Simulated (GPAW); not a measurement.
Runs of GPAW 26.7.0 on Au. Symmetry: Fm-3m, No. 225, cubic system. The conventional cell has a = 4.070 Å, b = 4.070 Å, c = 4.070 Å, α = 90.00°, β = 90.00°, γ = 90.00°. Around Au (site symmetry m-3m) lie 12 Au at 2.88 Å. 

```tsv
task	level	potentials or basis	spin	U	band path	band points	spin axis theta (degrees)	spin axis phi (degrees)	data set	pressure (GPa)
band structure	LDA+U	the program's PAW data sets (release 1.2.1) made for this functional, pw	off	Au d U = 3.5 eV	GXWKGLUWLK,UX	80	-	-	-	(a)
band structure	PW91	PAW data sets generated in the run's folder for this functional, pw	SOC, no magnetisation	-	GXWKGLUWLK,UX	100	0	0	-	13.8
band structure	LDA	JTH PAW 2.0, LDA, pw	off	-	GXWKGLUWLK,UX	60	-	-	Au jth	-3.4
band structure	r2SCAN	GPAW PAW data sets (gpaw-data 1.2.1), pw	SOC, no magnetisation	-	GXWKGLUWLK,UX	100	90	0	-	10.1
```

Alike in all rows: cell as given; k mesh 11 × 11 × 11; cutoff (eV) 600; smearing fermi-dirac 0.05 eV.

Estimate the missing entries.

(a) -1.3.

Caveats: with this Au data set, volumes or pressures lay over 1.5 % or 2 GPa off other programs in two to four cells of ten (some runs); spin-orbit coupling was added after a scalar SCF, so levels and gaps hold it while energy, forces, pressure and moments don't (some runs); U without spin polarisation on a metal has little footing (some runs); the U is typed as a test and isn't derived for this compound (some runs); the program truncates these outside data sets (some runs).

Runs at the PBE level aren't shown here.
